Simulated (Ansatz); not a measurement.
# Magnetic orders of TiCo2

Computed with Ansatz 0.2.0, DFT PBEsol, scalar-relativistic, plane waves, PAW.

```cif
data_structure
_symmetry_space_group_name_H-M 'P 1'
_symmetry_Int_Tables_number 1
_cell_length_a 4.7404
_cell_length_b 4.7404
_cell_length_c 4.7404
_cell_angle_alpha 60.000
_cell_angle_beta 60.000
_cell_angle_gamma 60.000
_cell_volume 75.33
loop_
_atom_site_label
_atom_site_type_symbol
_atom_site_fract_x
_atom_site_fract_y
_atom_site_fract_z
_atom_site_occupancy
Ti1 Ti 0.50000 0.50000 0.50000 1
Ti2 Ti 0.75000 0.75000 0.75000 1
Co1 Co 0.12500 0.12500 0.12500 1
Co2 Co 0.62500 0.12500 0.12500 1
Co3 Co 0.12500 0.12500 0.62500 1
Co4 Co 0.12500 0.62500 0.12500 1
```

| Property | Result |
| --- | --- |
| plane-wave cutoff | 420 eV |
| Γ-centred k-mesh | 10×10×10 |
| occupation rule | Gaussian smearing, 0.1 eV |
| list of starting moments (μB, in atom order) | 0 0 3 3 3 3 |
| check for lower electronic states after the SCF | off |

Each order was relaxed in cell and atoms. Site moments are spin moments in atom-centred spheres that scale with the neighbour distance. The states are those that the runs reached from these starts; a lower one can exist. No antiferromagnetic start is among these.

| start | ends | energy above lowest (meV/atom) | site moments (μB) | gap on mesh (eV) | volume (Å³/atom) |
| --- | --- | --- | --- | --- | --- |
| no spin | non-magnetic | 0.00 | none over 0.05 | metal | 11.73 |
| ferromagnetic | non-magnetic | 0.00 | none over 0.05 | metal | 11.73 |

Cost: 2 runs of about 10 core-minutes in all, on Intel Xeon Processor @ 2.50GHz (Skylake/Cascade Lake) (shared hosts).